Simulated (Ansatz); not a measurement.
Here is an Ansatz input file for LiF, space group Pm-3m. Write the same calculation for the Python package.

```yaml
crystal:
  lattice:
    - [2.559533, 0.0, 0.0]
    - [0.0, 2.559533, 0.0]
    - [0.0, 0.0, 2.559533]
  atoms:
    - { symbol: Li, position: [0.0, 0.0, 0.0] }
    - { symbol: F, position: [0.5, 0.5, 0.5] }
kpoints:
  mp_grid:
    grid: [7, 7, 7]
hamiltonian:
  xc: r2scan
scf:
  n_extra_bands: 10
  occupations:
    method: fixed
output:
  dos:
    de: 0.1
    method:
      smearing:
        sigma: 0.15
    projected: true
```

`pdos.py`
```python
"""Projected density of states of LiF."""

import ansatz as az
import numpy as np

system = (
    az.Lattice.of((2.559533, 0.0, 0.0), (0.0, 2.559533, 0.0), (0.0, 0.0, 2.559533))
    .atom("Li", (0.0, 0.0, 0.0))
    .atom("F", (0.5, 0.5, 0.5))
)

setup = (
    system.calculation()
    .functional("r2scan")
    .kpoints(7, 7, 7)
    .occupations(az.OccupationsMethod.FIXED)
    .scf(extra_bands=10)
    .density_of_states(projected=True, method="smearing", broadening_width=0.15, energy_step=0.1)
)
history = []
out = setup.session().plan().execute(on_event=lambda event: history.append(event["data"]["dr2_ev"]) if event["event"] == "scf_iter" else None)
report = out.report
print("density residual by iteration (eV):", " ".join(f"{value:.1e}" for value in history[:40]))

dos = out.density_of_states()
energy = np.asarray(dos.energies_ev) - dos.fermi_ev
curves = {}
for site in out.projected_density_of_states().sites:
    for shell in site.shells:
        weight = sum(np.sum(curve.g_bin_mean_per_ev, axis=0) for curve in shell.curves)
        name = f"{site.species} {shell.label}"
        curves[name] = curves.get(name, 0) + weight

print("E-EF   " + " ".join(f"{name:>8s}" for name in curves))
for e in np.arange(-6, 4 + 0.1, 0.5):
    print(f"{e:5.1f}  " + " ".join(f"{np.interp(e, energy, g):8.3f}" for g in curves.values()))
```

Running `python pdos.py` prints:
```text
DeckWarning: basis.ecutwfc = 500 eV, auto-derived from the records' recommended cutoffs: set by Li (their level for a meta-GGA)
density residual by iteration (eV): 8.4e-03 7.0e-04 1.7e-04 2.8e-06 4.6e-08 3.7e-09
E-EF      Li 1S    Li 2S     F 2S     F 2P
 -6.0     0.000    0.000    0.000    0.000
 -5.5     0.000    0.000    0.000    0.000
 -5.0     0.000    0.000    0.000    0.000
 -4.5     0.000    0.000    0.000    0.000
 -4.0     0.000    0.000    0.000    0.000
 -3.5     0.004    0.067    0.002    0.769
 -3.0     0.000    0.044    0.001    1.825
 -2.5     0.009    0.094    0.018    2.104
 -2.0     0.000    0.008    0.004    1.589
 -1.5     0.001    0.006    0.003    0.984
 -1.0     0.001    0.019    0.008    2.241
 -0.5     0.000    0.000    0.001    2.061
  0.0     0.000    0.000    0.000    0.717
  0.5     0.000    0.000    0.000    0.000
  1.0     0.000    0.000    0.000    0.000
  1.5     0.000    0.000    0.000    0.000
  2.0     0.000    0.000    0.000    0.000
  2.5     0.000    0.000    0.000    0.000
  3.0     0.000    0.000    0.000    0.000
  3.5     0.000    0.000    0.000    0.000
  4.0     0.000    0.000    0.000    0.000
```
(Warnings from the package without file and line.)

What to keep in mind:
- Along an axis with an odd division the mesh misses the point at one half; a gap read on a finite mesh is an upper bound on this functional's gap.
- Semilocal gaps usually lie well under measured ones.
- Under fixed occupations the level called the Fermi level is the highest filled one on the SCF mesh; off the mesh a filled band can lie a little above it.
- The crystal has a gap of about 8.49 eV on the mesh; any density of states at or just above the Fermi level is the tail of the broadening.
- The structure comes from a database of computed cells and needn't be a stable or known phase.
- Curves are summed over the cell's atoms. Only shells that the potentials hold have channels, so projections don't add up to the total, least of all where a shell is missing (p of most metals); heights and places of peaks move with the mesh.
- The density of states is complete only as far up as bands were computed.
- Run time: 1.3 s on 1 thread of Arm Neoverse V2 (shared host), peak memory 0.33 GiB.

(Lines on the test bed's own set-up are left out of the output.)
